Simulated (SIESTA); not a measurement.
**VO2 under changes of volume**

One of the cells (10.308 Å³/atom); the others are scaled copies at fixed shape and fractional positions:

```xyz
6
Lattice="4.5072 0.0000 0.0000 0.0000 4.5072 0.0000 0.0000 0.0000 3.0444" Properties=species:S:1:pos:R:3 pbc="T T T"
V     2.2536    2.2536    1.5222
V     0.0000    0.0000    0.0000
O     0.9031    3.6041    1.5222
O     3.6041    0.9031    1.5222
O     3.1567    3.1567    0.0000
O     1.3505    1.3505    0.0000
```

The cell is a database's computed one.

```yaml
Program: SIESTA 5.4.2
Functional: PBE
Potentials_or_basis: PseudoDojo 0.4 standard (PBE files)
Basis: SZ (energy shift 0.01 Ry)
Grid_cutoff: 800 Ry
Energy_shift: 0.01 Ry
k_mesh: 4 × 4 × 6
Occupations: fermi-dirac, width 0.05 eV
Spin: collinear spin, ferromagnetic start
Starting_moments: "[2.0, 2.0, 0.0, 0.0, 0.0, 0.0] μB"
```

| volume (Å³/atom) | energy over the lowest point (meV/atom) | pressure (GPa) | largest force (eV/Å) |
| --- | --- | --- | --- |
| 9.689 | 0.00 | -10.2 | 0.205 |
| 9.896 | 16.47 | -15.3 | 0.231 |
| 10.102 | 39.20 | -19.9 | 0.232 |
| 10.308 | ? | ? | ? |
| 10.514 | 100.62 | -27.5 | 0.256 |
| 10.720 | 138.04 | -30.6 | 0.262 |
| 10.926 | 179.24 | -33.3 | 0.272 |

What does the run at 10.308 Å³/atom give?

Energy over the lowest point 67.49 meV/atom; pressure -24.0 GPa; largest force 0.242 eV/Å.

Worked out: A Birch-Murnaghan fit of order 3 (a polynomial in V^(-2/3)) to the other rows has no minimum within the range. It gives 67.47 meV/atom at 10.308 Å³/atom, against the run's 67.49, and -dE/dV = -24.0 GPa, against -24.0.

Energies are extrapolated to zero smearing.

Caveats: the basis has no polarisation orbitals; the basis of atomic orbitals isn't converged, which shifts pressures, moduli and gaps; the cell as given lies far from equilibrium (some runs).
